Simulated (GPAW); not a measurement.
Wanted: an ASE script for a GPAW 26.7.0 run.

```yaml
Task: equation of state
Functional: PBEsol
Potentials_or_basis: PAW data sets generated in the run's folder for this functional
Cutoff: 600 eV
Basis: pw
k_mesh: 9 × 9 × 7
Occupations: fermi-dirac, width 0.05 eV
Spin: no spin polarisation
Maxiter: 150
Eos_scales: "[0.94, 0.96, 0.98, 1.0, 1.02, 1.04, 1.06]"
```

CuAu:

```
Au Cu
1.0
     2.81075    0.00000    0.00000
     0.00000    2.81075    0.00000
     0.00000    0.00000    3.68500
Au Cu
1 1
Cartesian
  0.0000 0.0000 0.0000
  1.4054 1.4054 1.8425
```

These files were run (other wordings do the same):

run.py

```python
from ase import Atoms
from ase.eos import EquationOfState
from ase.io import Trajectory
from ase.units import GPa
from gpaw import GPAW, PW, setup_paths

setup_paths.insert(0, '.')

atoms = Atoms(['Au', 'Cu'],
              cell=[[2.8107494552, 0.0, 0.0],
                    [0.0, 2.8107494552, 0.0],
                    [0.0, 0.0, 3.685]],
              scaled_positions=[[0.0, 0.0, 0.0],
                                [0.5, 0.5, 0.5]],
              pbc=True)

traj = Trajectory('eos.traj', 'w')
volumes, energies = [], []
for x in [0.94, 0.96, 0.98, 1.0, 1.02, 1.04, 1.06]:
    a = atoms.copy()
    a.set_cell(atoms.cell * x**(1 / 3), scale_atoms=True)
    calc = GPAW(mode=PW(600),
                xc='PBEsol',
                kpts={'size': (9, 9, 7), 'gamma': True},
                occupations={'name': 'fermi-dirac', 'width': 0.05},
                nbands=23,
                convergence={'density': 1e-05, 'energy': 1e-05},
                maxiter=150,
                txt=f'eos-{x:.2f}.txt')
    a.calc = calc
    energies.append(a.get_potential_energy(force_consistent=True))
    volumes.append(a.get_volume())
    p = -a.get_stress()[:3].mean() / GPa
    calc.write(f'eos-{x:.2f}.gpw')
    traj.write(a)
    print(f'{x:.2f} {volumes[-1]:10.4f} A^3 {energies[-1]:14.6f} eV {p:9.3f} GPa', flush=True)

v0, e0, B = EquationOfState(volumes, energies, eos='birchmurnaghan').fit()
print(f'V0 = {v0:.4f} A^3, E0 = {e0:.6f} eV, B0 = {B / GPa:.2f} GPa')
```

Potentials or basis: PAW data sets generated in the run's folder for this functional, pw.

Run with:

```console
$ gpaw-setup -f PBEsol Au Cu
$ OMP_NUM_THREADS=1 python run.py
```

It gave:

* Equilibrium volume: 14.44 Å³/atom
* Bulk modulus at fixed shape and positions: 170 GPa
* Pressure derivative of the bulk modulus: 5.6

Caveat: with these Cu and Au data sets, volumes or pressures lay over 1.5 % or 2 GPa off other programs in two to four cells of ten; the cell was scaled at fixed shape and fractional positions, which overstates the stiffness of a crystal with free parameters, most of all of layers and chains.

Wall time 3 min on 1 thread of AMD EPYC 7R43 64-Core Processor (Zen 3), with other jobs on the host, peak memory 0.24 GiB.
